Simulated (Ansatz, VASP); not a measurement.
**TiH4: VASP beside Ansatz**

```
Ti H
1.0
     2.92077    0.00000    0.00000
    -1.46038    2.52946    0.00000
     0.00000    0.00000    4.17168
Ti H
1 4
Direct
  0.00000 0.00000 0.00000
  0.33333 0.66667 0.24448
  0.33333 0.66667 0.75552
  0.66667 0.33333 0.24448
  0.66667 0.33333 0.75552
```

Change from the starting cell: ordered vacancies on the cation sites of aluminium diboride (P6/mmm, No. 191).

Alike in both runs: functional PBE; k mesh 12 × 12 × 10; occupations gaussian, width 0.1 eV; no spin polarisation.

Ansatz relaxed the structure, and its values are those at the end. VASP's run is a single point on that final structure, the one shown.

```csv
,VASP,Ansatz
version,VASP 6.6.1,Ansatz 0.2.0
potentials or method,"VASP PAW PBE potentials, release 64 (Ti_sv, H)","scalar-relativistic, plane waves, PAW"
plane-wave cutoff (eV),520,420
valence electrons in the cell,16,16
```

```csv
,VASP,Ansatz,Ansatz less VASP
gap on the k mesh at the Fermi level (eV),none,none,-
pressure (GPa),-0.1,0.0,+0.13
```

A gap of «none» marks a metal or a gap that the smearing closes.
